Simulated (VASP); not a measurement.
# SiC (F-43m) in VASP: further runs

The runs below take SiC through band structure, Born charges and dielectric tensor, with PBE.

Everything below comes from runs of VASP 6.6.1. Logs are shortened: lines on timing, memory, paths and dates and some standing lists are left out, and cuts for length are marked.

**The experiment to reproduce.**

“Insight into the structural, elastic and electronic properties of a new orthorhombic 6O-SiC polytype”, 2020, pmc:7200658 quotes, for a bulk crystal of SiC: band gap 2.4 eV (indirect).

From “Infrared properties of SiC particles”, 1999, arxiv:astro-ph/9903031, for a bulk crystal of SiC: high-frequency dielectric constant 6.49.

The runs below are set against these values where they give the same quantity.

**1. The crystal as given**

It takes space group F-43m (No. 216, cubic). The conventional cell has a = 4.378 Å, b = 4.378 Å, c = 4.378 Å, α = 90.00°, β = 90.00°, γ = 90.00°. Around Si (site symmetry -43m) lie 4 C at 1.90 Å. C (site symmetry -43m) is surrounded by 4 Si at 1.90 Å.

**2. Band structure, PBE**

The input, POSCAR:

```
SiC                                     
1.0
    0.0000000000      2.1889633245      2.1889633245
    2.1889633245      0.0000000000      2.1889633245
    2.1889633245      2.1889633245      0.0000000000
  Si              C             
     1     1
Direct
     0.0000000000000000    0.0000000000000000    0.0000000000000000
     0.2500000000000000    0.2500000000000000    0.2500000000000000
```

The input, INCAR.step1:

```
  PREC = Accurate
  ENCUT = 900
  EDIFF = 1E-7
  ISMEAR = 0
  SIGMA = 0.02
  LREAL = False
  LASPH = True
  NELM = 80
  ALGO = Fast
  ISIF = 2
  LWAVE = False
  LCHARG = True
  GGA = PE
  NBANDS = 11
```

The input, KPOINTS.step1:

```
Automatic mesh
0
Gamma
  12 12 12
```

The input, INCAR.step2:

```
  PREC = Accurate
  ENCUT = 900
  EDIFF = 1E-7
  ISMEAR = 0
  SIGMA = 0.05
  LREAL = False
  LASPH = True
  NELM = 80
  ALGO = Fast
  ISIF = 2
  LWAVE = False
  LCHARG = False
  GGA = PE
  NBANDS = 11
  ICHARG = 11
```

The input, KPOINTS.step2:

```
path GXWKGLUWLK,UX
10
line-mode
reciprocal
 0.0000000000  0.0000000000  0.0000000000  G
 0.5000000000  0.0000000000  0.5000000000  X

 0.5000000000  0.0000000000  0.5000000000  X
 0.5000000000  0.2500000000  0.7500000000  W

 0.5000000000  0.2500000000  0.7500000000  W
 0.3750000000  0.3750000000  0.7500000000  K

 0.3750000000  0.3750000000  0.7500000000  K
 0.0000000000  0.0000000000  0.0000000000  G

 0.0000000000  0.0000000000  0.0000000000  G
 0.5000000000  0.5000000000  0.5000000000  L

 0.5000000000  0.5000000000  0.5000000000  L
 0.6250000000  0.2500000000  0.6250000000  U

 0.6250000000  0.2500000000  0.6250000000  U
 0.5000000000  0.2500000000  0.7500000000  W

 0.5000000000  0.2500000000  0.7500000000  W
 0.5000000000  0.5000000000  0.5000000000  L

 0.5000000000  0.5000000000  0.5000000000  L
 0.3750000000  0.3750000000  0.7500000000  K

 0.6250000000  0.2500000000  0.6250000000  U
 0.5000000000  0.0000000000  0.5000000000  X
```

Potentials or basis: VASP PAW PBE potentials, release 64 (Si, C_h).

The run is started by

```
$ cat potpaw_PBE.64/Si/POTCAR potpaw_PBE.64/C_h/POTCAR > POTCAR
$ cp INCAR.step1 INCAR
$ cp KPOINTS.step1 KPOINTS
$ mpirun -np 1 vasp_std > vasp.out
$ cp INCAR.step2 INCAR
$ cp KPOINTS.step2 KPOINTS
$ mpirun -np 1 vasp_std > vasp.out
```

OUTCAR:

```text
PREC = Accurate
   ENCUT = 900
   EDIFF = 1E-7
   ISMEAR = 0
   LREAL = False
   LASPH = True
   NELM = 80
   ISIF = 2
   GGA = PE
   ICHARG = 11

 ion  position               nearest neighbor table
   1  0.000  0.000  0.000-   2 1.90   2 1.90   2 1.90   2 1.90
   2  0.250  0.250  0.250-   1 1.90   1 1.90   1 1.90   1 1.90

  LATTYP: Found a face centered cubic cell.
 ALAT       =     4.3779266490

  Lattice vectors:

 A1 = (   0.0000000000,   2.1889633245,   2.1889633245)
 A2 = (   2.1889633245,   0.0000000000,   2.1889633245)
 A3 = (   2.1889633245,   2.1889633245,   0.0000000000)

Analysis of symmetry for initial positions (statically):
=====================================================================
 Subroutine PRICEL returns:
 Original cell was already a primitive cell.

 Routine SETGRP: Setting up the symmetry group for a
 face centered cubic supercell.

 Subroutine GETGRP returns: Found 24 space group operations
 (whereof 24 operations were pure point group operations)
 out of a pool of 48 trial point group operations.

The static configuration has the point symmetry T_d .

Analysis of symmetry for dynamics (positions and initial velocities):
=====================================================================
 Subroutine PRICEL returns:
 Original cell was already a primitive cell.

 Routine SETGRP: Setting up the symmetry group for a
 face centered cubic supercell.

 Subroutine GETGRP returns: Found 24 space group operations
 (whereof 24 operations were pure point group operations)
 out of a pool of 48 trial point group operations.

The dynamic configuration has the point symmetry T_d .

 Subroutine INISYM returns: Found 24 space group operations
 (whereof 24 operations are pure point group operations),
 and found     1 'primitive' translations

----------------------------------------------------------------------------------------

                                     Primitive cell

  volume of cell :      20.9771

  direct lattice vectors                    reciprocal lattice vectors
     0.000000000  2.188963324  2.188963324    -0.228418628  0.228418628  0.228418628
     2.188963324  0.000000000  2.188963324     0.228418628 -0.228418628  0.228418628
     2.188963324  2.188963324  0.000000000     0.228418628  0.228418628 -0.228418628

  length of vectors
     3.095661621  3.095661621  3.095661621     0.395632670  0.395632670  0.395632670

  position of ions in fractional coordinates (direct lattice)
     0.000000000  0.000000000  0.000000000
     0.250000000  0.250000000  0.250000000

  ion indices of the primitive-cell ions
[... 79 lines left out ...]
   PSTRESS=    0.0 pullay stress
   NELECT =       8.0000    total number of electrons
   NUPDOWN=      -1.0000    fix difference up-down
   EMIN   =  10.00;   EMAX   =-10.00  energy-range for DOS
   EFERMI =   0.00;   METHOD = LEGACY
   ISMEAR =     0;   SIGMA  =   0.05  broadening in eV -4-tet -1-fermi 0-gaus
   EFERMI_NEDOS =   21; number of points for ismear=-14 and -15
   IALGO  =     68    algorithm
   IMIX   =      4    mixing-type and parameters
     AMIX     =   0.40;   BMIX     =  1.00
     AMIX_MAG =   1.60;   BMIX_MAG =  1.00
  volume/ion in A,a.u.               =      10.49        70.78
  Fermi-wavevector in a.u.,A,eV,Ry     =   1.187198  2.243478 19.176570  1.409438
  Thomas-Fermi vector in A             =   2.323354
   LORBIT       =      0    0 simple, 1 ext, 2 COOP (PROOUT), +10 PAW based schemes
   GGA     = PE    functional components
   LHFCALC =     F    Hartree Fock is set to
   AEXX    =    0.0000 exact exchange contribution
   IVDW    =     0    specifies the selected vdW correction
   LEPSILON=     F    determine dielectric tensor
   LRPA    =     F    only Hartree local field effects (RPA)
 non-spin polarized calculation
 RMM-DIIS sequential band-by-band and
 Gauss-broadening in eV      SIGMA  =   0.05
  energy-cutoff  :      900.00
  volume of cell :       20.98
 maximum number of plane-waves:      1304

 number of electron       8.0000000 magnetization

 Free energy of the ion-electron system (eV)
  ---------------------------------------------------
  ext. energy  EPLUGINS =         0.00000000
  ---------------------------------------------------
  free energy    TOTEN  =       -15.50291440 eV

  energy without entropy =      -15.50291440  energy(sigma->0) =      -15.50291440

 E-fermi :   8.5392     XC(G=0): -11.3305

 val. band max:        8.2805331550   @ k =   0.0000   0.0000   0.0000
 cond. band min:       9.6523899617   @ k =   0.5000   0.0000   0.5000
 fundamental gap:      1.3718568067
 Fermi energy:         8.5392044118

 k-point     1 :       0.0000    0.0000    0.0000
  band No.  band energies     occupation
      1      -7.0140      2.00000
      2       8.2805      2.00000
      3       8.2805      2.00000
      4       8.2805      2.00000
      5      14.3556      0.00000
      6      15.4960      0.00000
      7      15.4960      0.00000
      8      15.4960      0.00000
      9      22.7090      0.00000
     10      22.7090      0.00000
     11      24.5527      0.00000
[... 309 lines left out ...]
 k-point    24 :       0.4583    0.2917    0.7500
  band No.  band energies     occupation
      1      -1.9133      2.00000
      2       1.2109      2.00000
      3       3.1083      2.00000
      4       4.2611      2.00000
      5      12.9943      0.00000
      6      16.5758      0.00000
      7      18.1671      0.00000
      8      19.1576      0.00000
      9      22.1180      0.00000
     10      25.3249      0.00000
     11      29.2908      0.00000

 [... further k-points ...]

------------------------ aborting loop because EDIFF is reached ----------------------------------------

  FORCE on cell =-STRESS in cart. coord.  units (eV):
  Direction    XX          YY          ZZ          XY          YZ          ZX
  --------------------------------------------------------------------------------------
  -------------------------------------------------------------------------------------
  Total       -0.5156937     -0.5156937     -0.5156937      0.0000000      0.0000000     -0.0000000
  in kB      -39.3873661    -39.3873661    -39.3873661      0.0000000      0.0000000     -0.0000000
  external PRESSURE =     -39.3873661 kB  Pullay stress =       0.0000000 kB

 VOLUME and BASIS-vectors are now :
 -----------------------------------------------------------------------------
  energy-cutoff  :      900.00
  volume of cell :       20.98
      direct lattice vectors                 reciprocal lattice vectors
     0.000000000  2.188963324  2.188963324    -0.228418628  0.228418628  0.228418628
     2.188963324  0.000000000  2.188963324     0.228418628 -0.228418628  0.228418628
     2.188963324  2.188963324  0.000000000     0.228418628  0.228418628 -0.228418628

 POSITION                                       TOTAL-FORCE (eV/Angst)
 -----------------------------------------------------------------------------------
      0.00000      0.00000      0.00000         0.000000      0.000000      0.000000
      1.09448      1.09448      1.09448        -0.000000     -0.000000     -0.000000
 -----------------------------------------------------------------------------------
    total drift:                               -0.000000     -0.000000     -0.000000

  FREE ENERGIE OF THE ION-ELECTRON SYSTEM (eV)
  ---------------------------------------------------
  free  energy   TOTEN  =       -15.5029143971 eV

  energy  without entropy=      -15.5029143971  energy(sigma->0) =      -15.50291440
```

OUTCAR.step1:

```text
PREC = Accurate
   ENCUT = 900
   EDIFF = 1E-7
   ISMEAR = 0
   LREAL = False
[... 560 lines left out ...]
      0.00000      0.00000      0.00000         0.000000      0.000000      0.000000
      1.09448      1.09448      1.09448         0.000000     -0.000000     -0.000000
 -----------------------------------------------------------------------------------
    total drift:                               -0.000000     -0.000000     -0.000000

  FREE ENERGIE OF THE ION-ELECTRON SYSTEM (eV)
  ---------------------------------------------------
  free  energy   TOTEN  =       -15.0690044683 eV

  energy  without entropy=      -15.0690044683  energy(sigma->0) =      -15.06900447
```

OSZICAR.step1:

```text
N       E                     dE             d eps       ncg     rms          rms(c)
DAV:   1     0.139922771876E+02    0.13992E+02   -0.54680E+03  1608   0.984E+02
DAV:   2    -0.152079624747E+02   -0.29200E+02   -0.27426E+02  2055   0.135E+02
DAV:   3    -0.168619706351E+02   -0.16540E+01   -0.16491E+01  1982   0.293E+01
DAV:   4    -0.168729395486E+02   -0.10969E-01   -0.10967E-01  1881   0.255E+00
DAV:   5    -0.168729967978E+02   -0.57249E-04   -0.57249E-04  1954   0.183E-01    0.857E+00
RMM:   6    -0.151175231015E+02    0.17555E+01   -0.17653E+00  1599   0.713E+00    0.321E+00
RMM:   7    -0.150780473762E+02    0.39476E-01   -0.35587E-01  1739   0.360E+00    0.156E+00
RMM:   8    -0.150737041184E+02    0.43433E-02   -0.38148E-02  1687   0.178E+00    0.358E-01
RMM:   9    -0.150689236244E+02    0.47805E-02   -0.45879E-03  1891   0.476E-01    0.659E-02
RMM:  10    -0.150690026524E+02   -0.79028E-04   -0.12772E-03  1901   0.238E-01    0.520E-02
RMM:  11    -0.150690090868E+02   -0.64345E-05   -0.11509E-04  1764   0.903E-02    0.144E-02
RMM:  12    -0.150690040729E+02    0.50139E-05   -0.20200E-05  1881   0.317E-02    0.771E-03
RMM:  13    -0.150690044250E+02   -0.35217E-06   -0.29432E-06  1890   0.142E-02    0.328E-03
RMM:  14    -0.150690044683E+02   -0.43226E-07   -0.30457E-07  1821   0.503E-03
   1 F= -.15069004E+02 E0= -.15069004E+02  d E =-.301899E-21
```

It took 55 s on 1 thread of Intel Xeon Platinum 8488C (Sapphire Rapids), shared host; peak memory 0.18 GiB.

Results:

| Quantity | Value |
| --- | --- |
| Band gap on the k mesh | 1.37 eV, indirect (least direct gap 4.53 eV) |
| Band gap along the path | 1.37 eV, indirect (least direct gap 4.53 eV) |

Levels at the corners of the path, in eV from the valence-band top:
```
point  band 2  band 3  band 4  band 5  band 6  band 7
    Γ    0.00    0.00    0.00    6.08    7.22    7.22
    X   -7.75   -3.16   -3.16    1.37    4.28   13.88
    X   -7.75   -3.16   -3.16    1.37    4.28   13.88
    W   -7.00   -4.92   -4.63    5.19    9.32    9.34
    W   -7.00   -4.92   -4.63    5.19    9.32    9.34
    K   -7.24   -5.47   -2.57    3.10    7.69   11.73
    K   -7.24   -5.47   -2.57    3.10    7.69   11.73
    Γ    0.00    0.00    0.00    6.08    7.22    7.22
    Γ    0.00    0.00    0.00    6.08    7.22    7.22
    L   -8.46   -1.05   -1.05    5.31    7.17    7.17
    L   -8.46   -1.05   -1.05    5.31    7.17    7.17
    U   -7.24   -5.47   -2.57    3.10    7.69   11.73
    U   -7.24   -5.47   -2.57    3.10    7.69   11.73
    W   -7.00   -4.92   -4.63    5.19    9.32    9.34
    W   -7.00   -4.92   -4.63    5.19    9.32    9.34
    L   -8.46   -1.05   -1.05    5.31    7.17    7.17
    L   -8.46   -1.05   -1.05    5.31    7.17    7.17
    K   -7.24   -5.47   -2.57    3.10    7.69   11.73
    U   -7.24   -5.47   -2.57    3.10    7.69   11.73
    X   -7.75   -3.16   -3.16    1.37    4.28   13.88
```

Caveat: the cutoff is under 1.25 times the usual one of these potentials, so pressure, stress and relaxed cells hold a basis-set (Pulay) error; the log is that of the step along the path at fixed density, whose energy, stress, charges and moments have no meaning.

[end of part 1 of 2]
